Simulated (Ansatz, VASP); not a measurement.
# One calculation of Pb, two programs

```
CELL_PARAMETERS angstrom
3.68292 0.00000 0.00000
-1.84146 3.18950 0.00000
0.00000 0.00000 11.84379
ATOMIC_POSITIONS crystal
Pb 0.00000 0.00000 0.00000
Pb 0.00000 0.00000 0.50000
Pb 0.33333 0.66667 0.25000
Pb 0.66667 0.33333 0.75000
```

Alike in both runs: task single point; functional BLYP; k mesh 13 × 13 × 4; occupations fermi-dirac, width 0.1 eV; no spin polarisation.

|  | VASP | Ansatz |
| --- | --- | --- |
| version | VASP 6.6.1 | Ansatz 0.2.0 |
| potentials or method | VASP PAW PBE potentials, release 64 (Pb_d) | plane waves (420 eV) with PAW, scalar-relativistic |
| plane-wave cutoff (eV) | 520 | 420 |
| valence electrons in the cell | 56 | 56 |

|  | VASP | Ansatz | Ansatz less VASP |
| --- | --- | --- | --- |
| pressure (GPa) | 0.1 | 0.0 | -0.10 |
| largest component of the traceless stress (GPa) | 0.35 | 0.35 | -0.008 |

Caveats: the PAW data sets were made with another functional, which shifts forces and pressure a little (VASP). The runs have no spin-orbit coupling, so splittings on Pb are missing.
